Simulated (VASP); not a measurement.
Here is a VASP 6.6.1 calculation.

INCAR

```
SYSTEM = As2Pt
ALGO = Normal ; EDIFF = 1E-7
EDIFFG = -0.01 ; ENCUT = 300
GGA = PE ; IBRION = 2
ISIF = 2 ; ISMEAR = 0
LASPH = .TRUE. ; LCHARG = .FALSE.
LREAL = .FALSE. ; LWAVE = .FALSE.
NELM = 80 ; NSW = 40
PREC = Accurate ; SIGMA = 0.03
```

File KPOINTS:

```
k-points
0
G
  3 3 3
  0 0 0
```

POSCAR

```
As2Pt                                   
1.0
    6.1359404631      0.0000000000      0.0000000000
    0.0000000000      6.1359404631      0.0000000000
    0.0000000000      0.0000000000      6.1359404631
  As              Pt            
     8     4
Direct
     0.3836833063976570    0.3836833063976570    0.3836833063976570
     0.1163166936023430    0.6163166936023430    0.8836833063976570
     0.8836833063976570    0.1163166936023430    0.6163166936023430
     0.6163166936023430    0.8836833063976570    0.1163166936023430
     0.6163166936023430    0.6163166936023430    0.6163166936023430
     0.8836833063976570    0.3836833063976570    0.1163166936023430
     0.1163166936023430    0.8836833063976570    0.3836833063976570
     0.3836833063976570    0.1163166936023430    0.8836833063976570
     0.0000000000000000    0.0000000000000000    0.0000000000000000
     0.5000000000000000    0.0000000000000000    0.5000000000000000
     0.5000000000000000    0.5000000000000000    0.0000000000000000
     0.0000000000000000    0.5000000000000000    0.5000000000000000
```

Potentials or basis: VASP PAW PBE potentials, release 64 (As, Pt).

Run with:

```sh
$ cat potpaw_PBE.64/As/POTCAR potpaw_PBE.64/Pt/POTCAR > POTCAR
$ mpirun -np 4 vasp_std > vasp.out
```

What does it give for the band gap on the k mesh?

0.37 eV, indirect (least direct gap 0.95 eV).

What does it give for the energy gained by relaxing?

0.1 meV/atom.

Final structure:
```
As Pt
1.0
     6.13594    0.00000    0.00000
     0.00000    6.13594    0.00000
     0.00000    0.00000    6.13594
As Pt
8 4
Direct
  0.38405 0.38405 0.38405
  0.11595 0.61595 0.88405
  0.88405 0.11595 0.61595
  0.61595 0.88405 0.11595
  0.61595 0.61595 0.61595
  0.88405 0.38405 0.11595
  0.11595 0.88405 0.38405
  0.38405 0.11595 0.88405
  0.00000 0.00000 0.00000
  0.50000 0.00000 0.50000
  0.50000 0.50000 0.00000
  0.00000 0.50000 0.50000
```

Caveat: spin-orbit coupling is left out, which moves the levels of the heavy elements; an odd mesh through Γ misses points on the zone boundary, where band edges often lie.
